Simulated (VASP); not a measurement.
A run of VASP 6.6.1:

The input INCAR:

```
SYSTEM = Zn
  PREC = Accurate
  ENCUT = 520
  EDIFF = 1E-6
  ISMEAR = 0
  SIGMA = 0.15
  LREAL = .FALSE.
  LASPH = .TRUE.
  NELM = 100
  ALGO = Fast
  ISIF = 2
  LWAVE = .FALSE.
  LCHARG = .TRUE.
  GGA = PS
  LELF = .TRUE.
  LVHAR = .TRUE.
  NBANDS = 12
```

Contents of KPOINTS:

```
regular mesh
0
G
  20 20 20
  0 0 0
```

The input POSCAR:

```
Zn
1.0
    0.0000000000      2.0237192800      1.9058327200
    2.0237192800      0.0000000000      1.9058327200
    2.0237192800      2.0237192800      0.0000000000
Zn
1
Direct
    0.0000000000      0.0000000000      0.0000000000
```

Potentials or basis: VASP PAW PBE potentials, release 64 (Zn).

Run with:

```sh
$ cat potpaw_PBE.64/Zn/POTCAR > POTCAR
$ mpirun -np 1 vasp_std > vasp.out
```

Hardware: 1 thread of Intel(R) Xeon(R) 6975P-C (Granite Rapids) (shared host).

Problem. How long does it take, and how much memory?

Solution. Wall time 34 s on 1 thread of Intel(R) Xeon(R) 6975P-C (Granite Rapids), on a shared host, peak memory 0.23 GiB. Counts: scf iterations 11, k points 641.
